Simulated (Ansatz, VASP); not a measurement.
# BaTiO3: VASP beside Ansatz

One calculation is typed for both programs; each brings its own data sets. How far apart do they land? The structure shown is the end of the Ansatz relaxation below.

Method: plane waves, with VASP 6.6.1 beside it; single point at PBEsol, in Ansatz 0.2.0.

### 1. The starting structure

It takes space group P4/mmm (No. 123, tetragonal). The conventional cell has a = 3.851 Å, b = 3.851 Å, c = 4.060 Å, α = 90.00°, β = 90.00°, γ = 90.00°. Nearest to Ba lie 12 O at 2.72 to 2.80 Å. Ti has 6 O at 1.93 to 2.03 Å nearest. O has 2 Ti at 2.03 Å and 4 Ba at 2.72 Å nearest. O has 2 Ti at 1.93 Å and 4 Ba at 2.80 Å nearest. Farther neighbours and most contacts between anions are not listed.

### 2. Ansatz: relaxation, PBEsol

Ansatz runs on its PAW soft_1 files.

This run makes the geometry at which the two programs are then compared.

The input, input.yaml:

```yaml
crystal:
  lattice:
    - [3.85090485, 0.0, 0.0]
    - [0.0, 3.85090485, 0.0]
    - [0.0, 0.0, 4.04146509]
  atoms:
    - { symbol: Ba, position: [0.0, 0.0, 0.0] }
    - { symbol: Ti, position: [0.5, 0.5, 0.5] }
    - { symbol: O, position: [0.5, 0.5, 0.0] }
    - { symbol: O, position: [0.5, 0.0, 0.5] }
    - { symbol: O, position: [0.0, 0.5, 0.5] }
kpoints:
  mp_grid: { grid: [7, 7, 7] }
scf:
  occupations: { method: fermi_dirac, width: 0.02 }
hamiltonian:
  xc: pbesol
  pseudopotentials: { kind: paw, azcp: { folder: soft_1 }, xc_functional: pbe }
basis:
  ecutwfc: 600
output:
  forces: true
  stress: true
relax:
  f_tol: 0.005
  max_steps: 70
  cell: { stress_tol: 0.02, p_target: 0, fix: [a, b, alpha, beta, gamma] }
```

On the command line:

```
$ ansatz run input.yaml --threads 3 --pin off --max-ram 5120MiB --backend cpu --events-out ev --progress --plain --runs-dir out
```

Numbers of over 12 decimals in the logs are rounded to 6 here.

The log of the run:

```text
Engine: ansatz 0.2.0, x86_64-unknown-linux-gnu
Pseudopotentials: kind: paw
Pseudopotential: Ba, paw, valence charge 10, recommended cutoff 420 eV (normal), soft_1/Ba.paw.azcp
Pseudopotential: Ti, paw, valence charge 12, recommended cutoff 420 eV (normal), soft_1/Ti.paw.azcp
Pseudopotential: O, paw, valence charge 6, recommended cutoff 420 eV (normal), soft_1/O.paw.azcp
Functional definition: PBEsol
  exchange = pbesol_x
  correlation = pbesol_c
Crystal: 5 atoms, lattice volume = 59.933 Å³
Basis set: ecut = 600 eV, 2009 PW (Γ), exchange–correlation on 64×64×72 points (8 copies of the dense FFT grid, shifted against one another)
Bands: 25, of which v1, the nominal top of the filled ones, is band 20 counted from 1 (19 counted from 0)
Symmetry: 16 space group operations
Space group: P4/mmm (ITA 123), of the structure as read, at distance tolerance 3.9e-5 Å
k-points: 40 of 343
Non-local potential: Ba, projectors of the file, l = 0: 3, l = 1: 2, l = 2: 2, l = 3: 2
Non-local potential: Ti, projectors of the file, l = 0: 3, l = 1: 2, l = 2: 3, l = 3: 1
Non-local potential: O, projectors of the file, l = 0: 2, l = 1: 2, l = 2: 1
PAW form: soft (Blöchl's): semilocal exchange-correlation on the pseudo side does not see the compensation charge
PAW frozen core: Ba, regenerated for the run's functional, and the local potential with it (the file was generated under x = pbe(κ = 0.804, μ = 0.219515), c = pbe(β = 0.066725))
PAW frozen core: Ti, regenerated for the run's functional, and the local potential with it (the file was generated under x = pbe(κ = 0.804, μ = 0.219515), c = pbe(β = 0.066725))
PAW frozen core: O, regenerated for the run's functional, and the local potential with it (the file was generated under x = pbe(κ = 0.804, μ = 0.219515), c = pbe(β = 0.066725))
PAW one-centre angular grid: Ba, 194 points (default); XC on 64 Gauss nodes
PAW one-centre angular grid: Ti, 590 points (default); XC on 64 Gauss nodes
PAW one-centre angular grid: O, 110 points (default); XC on 64 Gauss nodes
Initial density: superposition of atomic densities (chi_scale 0.1, normalization cell, long waves kept (reshape's long-wave potential 0.00 eV rms))
Initial wavefunctions: pseudopotential atomic-orbital guess
Functional: x = pbesol(κ = 0.804, μ = 0.123457), c = pbesol(β = 0.046)
SCF iter   1: F=—  HF=-10027.886752 eV  |F-HF|=—  |Δ(HF+E_count)|=         —  Δρ=5.44e-2  dr2=1.92e0  ethr=3.10e-3  ⟨swp⟩=7.9  Hψ=5137  notcnv=0
preconditioner: auto → Resta (q_TF=auto, 2.550 Å⁻¹)  ε∞=5.3  [insulator: Δε(μ)=2.259 eV  Ē_g=13.091 eV  σ=0.020 eV  W_gap=1.00  n_scr=18 (ndim 8)  ℏωp=27.1 eV  f_vac=0.000  D(μ)=0.00/eV (n_scr^D=0)  ε∞_Penn≈5.3]
SCF iter   2: F=—  HF=-10027.600389 eV  |F-HF|=—  |Δ(HF+E_count)|=   2.86e-1  Δρ=2.72e-2  dr2=6.36e-1  ethr=3.10e-3  ⟨swp⟩=2.2  Hψ=1802  notcnv=0  defer=40
SCF iter   3: F=—  HF=-10027.506047 eV  |F-HF|=—  |Δ(HF+E_count)|=   9.43e-2  Δρ=7.19e-3  dr2=3.69e-2  ethr=1.59e-3  ⟨swp⟩=2.5  Hψ=1805  notcnv=0  defer=40
SCF iter   4: F=—  HF=-10027.498861 eV  |F-HF|=—  |Δ(HF+E_count)|=   7.19e-3  Δρ=1.92e-3  dr2=1.74e-3  ethr=9.23e-5  ⟨swp⟩=2.1  Hψ=1806  notcnv=0  defer=40
SCF iter   5: F=—  HF=-10027.499207 eV  |F-HF|=—  |Δ(HF+E_count)|=   3.47e-4  Δρ=3.96e-4  dr2=7.82e-5  ethr=4.36e-6  ⟨swp⟩=2.2  Hψ=1641  notcnv=0  defer=40
SCF iter   6: F=—  HF=-10027.499202 eV  |F-HF|=—  |Δ(HF+E_count)|=   5.37e-6  Δρ=8.11e-5  dr2=4.92e-6  ethr=1.95e-7  ⟨swp⟩=2.0  Hψ=1690  notcnv=0  defer=40
SCF iter   7: F=—  HF=-10027.499202 eV  |F-HF|=—  |Δ(HF+E_count)|=   2.40e-7  Δρ=1.81e-5  dr2=2.73e-7  ethr=1.23e-8  ⟨swp⟩=2.7  Hψ=1659  notcnv=0  defer=40
SCF iter   8: F=-10027.499202 eV  HF=-10027.499202 eV  |F-HF|=1.55e-8  |Δ(HF+E_count)|=   1.64e-8  Δρ=6.64e-6  dr2=2.80e-8  ethr=2.50e-10  ⟨swp⟩=4.1  Hψ=3401  notcnv=0
SCF 1 converged in 8 iterations: F = -10027.499202 eV  dr2 = 2.80e-8
  greatest PAW one-centre occupation: 0.998 electrons in one spin orbital (limit 2), on the Ti atom at site 1 (counted from 0), in its partial waves of l = 0
relax step   1: F+E_penalty+E_count = -10027.49920233 eV  Δ(F+E_penalty+E_count) = +0.000e0 eV  max|allowed force component| = 1.458e-28 eV/Å  Δτ_max = 0.0000 Å  P = +9.222 GPa  Ω = 59.933 Å³  fix = [a, b, alpha, beta, gamma]  reactions: a +13.132, b +13.132 GPa  (8 SCF iters, dr2 threshold 1.00e-7 eV, accepted)
[...]
relax step   2: F+E_penalty+E_count = -10027.50021990 eV  Δ(F+E_penalty+E_count) = -1.018e-3 eV  max|allowed force component| = 1.546e-28 eV/Å  Δτ_max = 0.0000 Å  P = +8.671 GPa  Ω = 60.107 Å³  energy of the carried Pulay correction = -1.487e-5 eV  fix = [a, b, alpha, beta, gamma]  reactions: a +12.754, b +12.754 GPa  (6 SCF iters, dr2 threshold 5.00e-7 eV, accepted)
[...]
relax step   3: F+E_penalty+E_count = -10027.50036985 eV  Δ(F+E_penalty+E_count) = -1.500e-4 eV  max|allowed force component| = 1.534e-28 eV/Å  Δτ_max = 0.0000 Å  P = +8.366 GPa  Ω = 60.205 Å³  energy of the carried Pulay correction = -2.325e-5 eV  fix = [a, b, alpha, beta, gamma]  reactions: a +12.543, b +12.543 GPa  (6 SCF iters, dr2 threshold 5.00e-7 eV, accepted)
[...]
relax step   4: F+E_penalty+E_count = -10027.50039472 eV  Δ(F+E_penalty+E_count) = -2.487e-5 eV  max|allowed force component| = 1.616e-28 eV/Å  Δτ_max = 0.0000 Å  P = +8.366 GPa  Ω = 60.205 Å³  fix = [a, b, alpha, beta, gamma]  reactions: a +12.543, b +12.543 GPa  stress off target by 1.24e-2 GPa on what of the cell is left free  SCF on the basis re-selected at this cell (its energy is not comparable with the rows above)  (8 SCF iters)
basis re-selected at this cell: Δ(F+E_penalty+E_count) = -2.487e-5 eV, ΔP = +0.000 GPa vs the last step (what re-selecting the basis moved, of the pressure what is left beyond the Pulay correction that the steps carried, after the strain that the cell walked since its last selection, with what the two solves' SCF thresholds leave and, on support functions, any second-order correction that the steps lacked; it is no m [...]
SCF converged after 8 iterations
Free energy (F): -10027.500395 eV
Harris-Foulkes:  -10027.500395 eV  (|F-HF|=0.00e0)
Internal energy: -10027.500395 eV  (E = F + TS)
E sigma→0 (E₀):  -10027.500395 eV
Fermi energy:    11.996364 eV
--- Per-component energies (eV) ---
  E_band       = -107.715329
  E_kinetic    = 950.530223
  E_local      = -2097.160910  (includes V_loc(G=0)·N_el)
  E_nonlocal   = 312.074509
  E_hartree    = 810.907400
  E_xc         = -529.049010
  E_vxc        = -552.254469  (∫ρ·V_xc dr)
  E_paw        = -6596.254209  (= ΣΔE_a)
  E_vpaw       = -342.720045  (= ΣTr[D̂ρ^β])
  E_aug_tail   = 0.000562  (compensation charges beyond the density's cutoff)
  E_ewald      = -2878.945646
  E_core_change = 0.396686  (= ΣΔE_core)
  E_smearing   = -0.000000  (= −TS)
  E_closure    = -0.000000  (closes the sum)
  Σ components = -10027.500395   (vs F -10027.500395, Δ=0.00e0)
--- Forces (eV/Å), atoms counted from 1 ---
  atom   1  Ba     0.00000000     0.00000000     0.00000000
  atom   2  Ti    -0.00000000    -0.00000000    -0.00000000
  atom   3  O     -0.00000000    -0.00000000    -0.00000000
  atom   4  O     -0.00000000    -0.00000000    -0.00000000
  atom   5  O      0.00000000     0.00000000     0.00000000
  max |Σ_I F_I| component: 3.28e-28 eV/Å
--- Stress (GPa, compression-positive) ---
       12.542632       0.000000       0.000000
        0.000000      12.542632       0.000000
        0.000000       0.000000       0.012432
  P = ⅓ Tr σ = 8.3659 GPa (83.659 kbar)
--- Relaxed structure (3 steps of the walk, 3 accepted, 1 SCFs on fresh bases) ---
  F+E_penalty+E_count = -10027.50039472 eV   max|allowed force component| = 1.616e-28 eV/Å   (the final SCF, on the basis selected at the relaxed cell)
  cell:  # Å, volume = 60.2052 Å³
    - [3.85090485, 0.0, 0.0]
    - [0.0, 3.85090485, 0.0]
    - [0.0, 0.0, 4.059836]
  atoms:
    - { symbol: Ba, position: [0, 0, 0.0] }
    - { symbol: Ti, position: [0.500000, 0.500000, 0.5] }
    - { symbol: O, position: [0.500000, 0.500000, 0.0] }
    - { symbol: O, position: [0.500000, 0, 0.5] }
    - { symbol: O, position: [0, 0.500000, 0.5] }
```

In the SCF lines HF is the Harris–Foulkes energy and dr2 the Hartree energy of the density residual, in eV; the loop may stop once dr2 is under the threshold and the program's other checks hold. Hψ counts applications of the Hamiltonian.

### 3. VASP: single point, PBEsol, pair 1

The same cell, functional, mesh and smearing now go to VASP, with its own data sets.

Lines of VASP's logs that name or quote its potential files are left out, and so is its time.

The input, INCAR:

```
SYSTEM = BaTiO3
PREC = Accurate
ENCUT = 600
EDIFF = 1E-06
NELM = 120
ISMEAR = -1
SIGMA = 0.02
LREAL = .FALSE.
ALGO = Normal
GGA = PS
NBANDS = 26
LASPH = .TRUE.
LORBIT = 11
LWAVE = .FALSE.
LCHARG = .FALSE.
ISIF = 2
GGA_COMPAT = .FALSE.
EFERMI = MIDGAP
KPAR = 2
```

The input, POSCAR:

```
BaTiO3
1.0
    3.8509048500      0.0000000000      0.0000000000
    0.0000000000      3.8509048500      0.0000000000
    0.0000000000      0.0000000000      4.0598359430
Ba Ti O
1 1 3
Direct
    0.0000000000      0.0000000000      0.0000000000
    0.5000000000      0.5000000000      0.5000000000
    0.5000000000      0.5000000000      0.0000000000
    0.5000000000      0.0000000000      0.5000000000
    0.0000000000      0.5000000000      0.5000000000
```

The input, KPOINTS:

```
Automatic mesh
0
Gamma
7 7 7
0 0 0
```

PAW data sets: Ba_sv, Ti_sv and O (PBE family, release 64).

On the command line:

```
$ mpirun -np 2 vasp_std
```

The log of the run:

```text
[banner, memory and clock lines left out]
running    2 mpi-ranks, on    1 nodes
 distrk:  each k-point on    1 cores,    2 groups
 distr:  one band on    1 cores,    1 groups

 POSCAR found type information on POSCAR BaTiO
 POSCAR found :  3 types and       5 ions
|                                                                             |
|               ----> ADVICE to this user running VASP <----                  |
|                                                                             |
|     You enforced a specific xc type in the INCAR file but a different       |
|     [... a line on the potential file left out ...]
|     I HOPE YOU KNOW WHAT YOU ARE DOING!                                     |
|                                                                             |

 LDA part: xc-table for (Slater+PW92), standard interpolation
 POSCAR, INCAR and KPOINTS ok, starting setup
 FFT: planning ... GRIDC
 FFT: planning ... GRID_SOFT
 FFT: planning ... GRID
 WAVECAR not read
 entering main loop
       N       E                     dE             d eps       ncg     rms          rms(c)
DAV:   1     0.486525160818E+03    0.48653E+03   -0.23123E+04  2080   0.187E+03
DAV:   2     0.287738176921E+01   -0.48365E+03   -0.46718E+03  2394   0.491E+02
DAV:   3    -0.493521807262E+02   -0.52230E+02   -0.51031E+02  2880   0.152E+02
DAV:   4    -0.518300834548E+02   -0.24779E+01   -0.24737E+01  3078   0.299E+01
DAV:   5    -0.518963621956E+02   -0.66279E-01   -0.66258E-01  2876   0.392E+00    0.244E+01
DAV:   6    -0.418749793954E+02    0.10021E+02   -0.58396E+01  3042   0.731E+01    0.101E+01
DAV:   7    -0.419136871884E+02   -0.38708E-01   -0.84751E+00  2754   0.210E+01    0.706E+00
DAV:   8    -0.418350159236E+02    0.78671E-01   -0.13351E+00  2658   0.112E+01    0.223E+00
DAV:   9    -0.418168089720E+02    0.18207E-01   -0.26040E-01  2786   0.429E+00    0.911E-01
DAV:  10    -0.418209927180E+02   -0.41837E-02   -0.13389E-01  2352   0.227E+00    0.104E+00
DAV:  11    -0.418083351100E+02    0.12658E-01   -0.68092E-02  3080   0.216E+00    0.147E-01
DAV:  12    -0.418081071963E+02    0.22791E-03   -0.28820E-03  2368   0.511E-01    0.442E-02
DAV:  13    -0.418081258452E+02   -0.18649E-04   -0.14336E-04  2792   0.819E-02    0.350E-02
DAV:  14    -0.418081317983E+02   -0.59531E-05   -0.24816E-04  2940   0.160E-01    0.297E-02
DAV:  15    -0.418081165868E+02    0.15212E-04   -0.50018E-05  2788   0.622E-02    0.876E-03
DAV:  16    -0.418081167448E+02   -0.15799E-06   -0.15170E-05  2338   0.219E-02    0.690E-03
DAV:  17    -0.418081162990E+02    0.44580E-06   -0.35819E-06  1862   0.162E-02
   1 F= -.41808116E+02 E0= -.41808116E+02  d E =-.283617E-21
```

Parts of OUTCAR (step 3):

```text
ion  position               nearest neighbor table
   1  0.000  0.000  0.000-   3 2.72   3 2.72   3 2.72   3 2.72   5 2.80   4 2.80   5 2.80   5 2.80
                             5 2.80   4 2.80   4 2.80   4 2.80   2 3.40   2 3.40   2 3.40   2 3.40
   2  0.500  0.500  0.500-   4 1.93   5 1.93   4 1.93   5 1.93   3 2.03   3 2.03   1 3.40   1 3.40
                             1 3.40   1 3.40   1 3.40   1 3.40   1 3.40   1 3.40
   3  0.500  0.500  0.000-   2 2.03   2 2.03   1 2.72   1 2.72   1 2.72   1 2.72
   4  0.500  0.000  0.500-   2 1.93   2 1.93   1 2.80   1 2.80   1 2.80   1 2.80
   5  0.000  0.500  0.500-   2 1.93   2 1.93   1 2.80   1 2.80   1 2.80   1 2.80

  LATTYP: Found a simple tetragonal cell.
 ALAT       =     3.8509048500
 C/A-ratio  =     1.0542550650

 Subroutine GETGRP returns: Found 16 space group operations
 (whereof 16 operations were pure point group operations)

The static configuration has the point symmetry D_4h.

 Found     40 irreducible k-points:

   k-points           NKPTS =     40   k-points in BZ     NKDIM =     40   number of bands    NBANDS=     26

   dimension x,y,z NGX =    32 NGY =   32 NGZ =   32
   dimension x,y,z NGXF=    64 NGYF=   64 NGZF=   64

   ENCUT  =  600.0 eV  44.10 Ry    6.64 a.u.   7.69  7.69  8.11*2*pi/ulx,y,z

   NELECT =      40.0000    total number of electrons

 k-points in reciprocal lattice and weights: Automatic mesh
   0.00000000  0.00000000  0.00000000       0.003
   0.14285714  0.00000000  0.00000000       0.012
   0.28571429  0.00000000  0.00000000       0.012
   0.42857143  0.00000000  0.00000000       0.012
   0.14285714  0.14285714  0.00000000       0.012
   0.28571429  0.14285714  0.00000000       0.023
   0.42857143  0.14285714  0.00000000       0.023
   0.28571429  0.28571429  0.00000000       0.012
   0.42857143  0.28571429  0.00000000       0.023
[...]
0.42857143  0.28571429  0.42857143       0.047
   0.42857143  0.42857143  0.42857143       0.023

 average (electrostatic) potential at core
       1 -31.9831       2 -75.9833       3 -69.0122       4 -69.2940       5 -69.2940

 E-fermi :   5.0720

 k-point     1 :       0.0000    0.0000    0.0000
  band No.  band energies     occupation
    ...
     16       3.0736      2.00000
     17       3.0736      2.00000
     18       4.0541      2.00000
     19       4.1496      2.00000
     20       4.1496      2.00000
     21       5.9783      0.00000
     22       5.9783      0.00000
     23       6.0834      0.00000
     24       8.3363      0.00000
     25       8.7140      0.00000
    ...

 k-point     2 :       0.1429    0.0000    0.0000
  band No.  band energies     occupation
    ...
     16       2.7447      2.00000
     17       2.8221      2.00000
     18       3.6218      2.00000
     19       3.8972      2.00000
     20       3.9721      2.00000
     21       6.0181      0.00000
     22       6.4881      0.00000
     23       6.5738      0.00000
     24       8.4004      0.00000
     25       9.2232      0.00000
    ...

 k-point     3 :       0.2857    0.0000    0.0000
  band No.  band energies     occupation
    ...
     16       2.2581      2.00000
     17       2.3492      2.00000
     18       2.7846      2.00000
     19       3.6541      2.00000
     20       3.6584      2.00000
     21       6.1108      0.00000
     22       7.4157      0.00000
     23       7.4671      0.00000
     24       8.4339      0.00000
     25      10.2288      0.00000
    ...

  Total        5.5738343      5.5738343      0.7225951      0.0000000      0.0000000      0.0000000
  in kB      148.3305396    148.3305396     19.2296579      0.0000000      0.0000000      0.0000000
  external PRESSURE =     105.2969124 kB  Pullay stress =       0.0000000 kB

  energy-cutoff  :      600.00
  volume of cell :       60.21
      direct lattice vectors                 reciprocal lattice vectors
     3.850904850  0.000000000  0.000000000     0.259679228  0.000000000  0.000000000
     0.000000000  3.850904850  0.000000000     0.000000000  0.259679228  0.000000000
     0.000000000  0.000000000  4.059835943     0.000000000  0.000000000  0.246315372

 POSITION                                       TOTAL-FORCE (eV/Angst)
 -----------------------------------------------------------------------------------
      0.00000      0.00000      0.00000         0.000000      0.000000      0.000000
      1.92545      1.92545      2.02992         0.000000      0.000000      0.000000
      1.92545      1.92545      0.00000         0.000000      0.000000      0.000000
      1.92545      0.00000      2.02992         0.000000      0.000000      0.000000
      0.00000      1.92545      2.02992         0.000000      0.000000      0.000000
 -----------------------------------------------------------------------------------
    total drift:                                0.000000     -0.000000     -0.000000

  FREE ENERGIE OF THE ION-ELECTRON SYSTEM (eV)
  ---------------------------------------------------
  free  energy   TOTEN  =       -41.8081162990 eV

  energy  without entropy=      -41.8081162990  energy(sigma->0) =      -41.80811630

 total charge
# of ion       s       p       d       tot
------------------------------------------
    1        2.009   5.646   0.386   8.041
    2        2.232   6.323   1.788  10.343
    3        1.554   3.464   0.000   5.018
    4        1.561   3.490   0.000   5.051
    5        1.561   3.490   0.000   5.051
--------------------------------------------------
tot          8.917  22.412   2.174  33.504

[... 3 further parts left out ...]
```

Harder data sets than Ba_sv exist (the GW ones), and pressures, volumes and forces can shift noticeably with them.

### 4. Differences

Known differences besides the potentials themselves: Ansatz makes its cores anew for this functional, VASP keeps those of its PBE data sets; Ansatz's pressure holds a Pulay correction, VASP's none. Total energies have different zeros and are not compared.

Compared:

| quantity | Ansatz | VASP | difference |
| --- | --- | --- | --- |
| pressure (GPa) | 8.37 | 10.53 | -2.16 |
| gap on the k mesh (eV) | 1.861 | 1.813 | +0.048 |

A gap on the mesh is an upper bound, since the band edges may lie between its points.

### 5. Ansatz: relaxation, PBEsol

This run makes the geometry at which the two programs are then compared. The cell compared in this pair holds 60.97 Å³, against 60.21 Å³ for the pair before.

The structure compared here is the end of the Ansatz relaxation.

Edit input.yaml of step 2 so:

```diff
@@ -2,5 +2,5 @@
   lattice:
-    - [3.85090485, 0.0, 0.0]
-    - [0.0, 3.85090485, 0.0]
-    - [0.0, 0.0, 4.04146509]
+    - [3.8906049, 0.0, 0.0]
+    - [0.0, 3.8906049, 0.0]
+    - [0.0, 0.0, 4.01764506]
   atoms:
@@ -23,2 +23,6 @@
   stress: true
+  write_density: true
+  write_potential: true
+  elf: true
+  volumetric_format: npy
 relax:
```

On the command line:

```
$ ansatz run input.yaml --threads 3 --pin off --max-ram 5120MiB --backend cpu --events-out ev --progress --plain --runs-dir out
```

The log of the run:

```text
[...]
Crystal: 5 atoms, lattice volume = 60.814 Å³
Basis set: ecut = 600 eV, 2017 PW (Γ), exchange–correlation on 64×64×72 points (8 copies of the dense FFT grid, shifted against one another)
Bands: 25, of which v1, the nominal top of the filled ones, is band 20 counted from 1 (19 counted from 0)
Symmetry: 16 space group operations
[...]
k-points: 40 of 343
[...]
--- Relaxed structure (3 steps of the walk, 3 accepted, 1 SCFs on fresh bases) ---
[...]
cell:  # Å, volume = 60.9749 Å³
    - [3.8906049, 0.0, 0.0]
    - [0.0, 3.8906049, 0.0]
    - [0.0, 0.0, 4.028255]
  atoms:
    - { symbol: Ba, position: [0, 0, 0.0] }
    - { symbol: Ti, position: [0.5, 0.5, 0.5] }
    - { symbol: O, position: [0.5, 0.5, 0.0] }
    - { symbol: O, position: [0.5, 0, 0.5] }
    - { symbol: O, position: [0, 0.5, 0.5] }
[key lines of the parts left out:]
SCF converged after 8 iterations
Free energy (F): -10027.579274 eV
Fermi energy:    11.780364 eV
P = ⅓ Tr σ = 5.2608 GPa (52.608 kbar)
```

(Continued in part 2 of 2.)

[Lines on the potential files, build, host, timing and source positions are cut from VASP's logs without a mark.]

[Logs are printed without paths, hosts, clocks, repeated set-up lines and the standing remarks that a program may print on its own settings, such as how far it seeks lower states.]

[Hosts, paths, dates, database ids (printed as entryN), source tags and the programs' standing remarks are cut or masked in the printed files.]
